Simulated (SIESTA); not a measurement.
Something may be wrong with this SIESTA 5.4.2 calculation of WS2.

File WS2.fdf:

```
SystemName                      WS2
SystemLabel                     WS2
NumberOfSpecies                 2
NumberOfAtoms                   4
%block ChemicalSpeciesLabel
  1  74 W
  2  16 S
%endblock ChemicalSpeciesLabel

UseStructFile                   true

%block kgrid.MonkhorstPack
    7   0   0  0.0
    0   7   0  0.0
    0   0   4  0.0
%endblock kgrid.MonkhorstPack
XC.Functional                   GGA
XC.Authors                      PBEsol
PAO.BasisSize                   DZ
PAO.EnergyShift                 0.002 Ry
Mesh.Cutoff                     800 Ry
Spin                            polarized
%block DM.InitSpin
    1   0.500
    2   0.000
    3   0.000
%endblock DM.InitSpin
DFTU.ProjectorGenerationMethod  1
%block DFTU.Proj
  W 1
  n=5 2
  8.00 0.00
  0.0
%endblock DFTU.Proj
DFTU.FirstIteration             true
OccupationFunction              FD
ElectronicTemperature           0.05 eV
MaxSCFIterations                80
SCF.MustConverge                false
SCF.Mixer.Method                Pulay
SCF.Mixer.Weight                0.1
SCF.Mixer.History               10
SCF.DM.Tolerance                5.0e-05
SCF.H.Tolerance                 1.0e-03 eV
WriteForces                     true
Charge.Mulliken                 end
Charge.Hirshfeld                end
Charge.Voronoi                  end
SaveRho                         true
SaveElectrostaticPotential      true
```

Contents of WS2.STRUCT_IN:

```
   3.5782025500     0.0000000000     0.0000000000
  -1.7891012700     3.0988143100     0.0000000000
   0.0000000000     0.0000000000     5.7723833600
3
1  74    0.0000000000     0.0000000000     0.0000000000
2  16    0.3333333333     0.6666666667     0.2520000000
2  16    0.6666666667     0.3333333333     0.7480000000
```

Potentials or basis: PseudoDojo 0.4 standard (PBEsol files), DZ (energy shift 0.002 Ry).

Command:

```sh
$ siesta < WS2.fdf > WS2.out 2>&1
```

WS2.out:

```text
Version         : 5.4.2

                           ***********************
                           *  WELCOME TO SIESTA  *
                           ***********************

 NOTE: Siesta V5 introduces some new defaults for basis-set generation
 NOTE: which might lead to slightly different numerical results.
 NOTE: Please see the manual for full details and compatibility measures.

reinit: Reading from standard input
reinit: Dumping input in INPUT_TMP.83267
************************** Dump of input data file ****************************
SystemName                      WS2
SystemLabel                     WS2
NumberOfSpecies                 2
NumberOfAtoms                   4
%block ChemicalSpeciesLabel
  1  74 W
  2  16 S
%endblock ChemicalSpeciesLabel
UseStructFile                   true
%block kgrid.MonkhorstPack
    7   0   0  0.0
    0   7   0  0.0
    0   0   4  0.0
%endblock kgrid.MonkhorstPack
XC.Functional                   GGA
XC.Authors                      PBEsol
PAO.BasisSize                   DZ
PAO.EnergyShift                 0.002 Ry
Mesh.Cutoff                     800 Ry
Spin                            polarized
%block DM.InitSpin
    1   0.500
[... 765 lines left out ...]

   2  2.859   0.994  -0.038   0.635   0.726   0.635  -0.010  -0.074  -0.010

   3  2.859   0.994  -0.038   0.635   0.726   0.635  -0.010  -0.074  -0.010

mulliken: Qtot =       14.002

mulliken: Spin DOWN

Species: W
Atom  Qatom  Qorb
               5s      6s      6s      5py     5pz     5px     5dxy    5dyz
               5dz2    5dxz    5dx2-y2 5dxy    5dyz    5dz2    5dxz    5dx2-y2

   1  5.246   0.993   0.499  -0.144   0.998   0.998   0.998   0.251   0.297
              0.089   0.297   0.251  -0.078  -0.051  -0.022  -0.051  -0.078

Species: S
Atom  Qatom  Qorb
               3s      3s      3py     3pz     3px     3py     3pz     3px

   2  3.376   0.984  -0.019   0.767   0.895   0.767   0.021  -0.061   0.021

   3  3.376   0.984  -0.019   0.767   0.895   0.767   0.021  -0.061   0.021

mulliken: Qtot =       11.998

Mulliken Atomic Populations:
Atom #   charge [q] valence [e]      Sz [e]  Species
     1     0.468880   13.531120    3.038403  W
     2    -0.234440    6.234440   -0.516915  S
     3    -0.234440    6.234440   -0.516915  S
 Total     0.000000                2.004573

Hirshfeld Atomic Populations:
Atom #   charge [q] valence [e]      Sz [e]  Species
     1     0.280365   13.719635    2.496942  W
     2    -0.140182    6.140182   -0.246184  S
     3    -0.140182    6.140182   -0.246184  S
 Total     0.000001                2.004573

Voronoi Atomic Populations:
Atom #   charge [q] valence [e]      Sz [e]  Species
     1     0.365829   13.634171    2.648872  W
     2    -0.182914    6.182914   -0.322149  S
     3    -0.182914    6.182914   -0.322149  S
 Total     0.000001                2.004573

Job completed
```

Among its messages:

```text
SCF_NOT_CONV: SCF did not converge  in maximum number of steps.
```

Task: How did it end, and where is the flaw?

Result: The run did not converge. The input holds a flaw that was put in on purpose: wrong number of atoms.
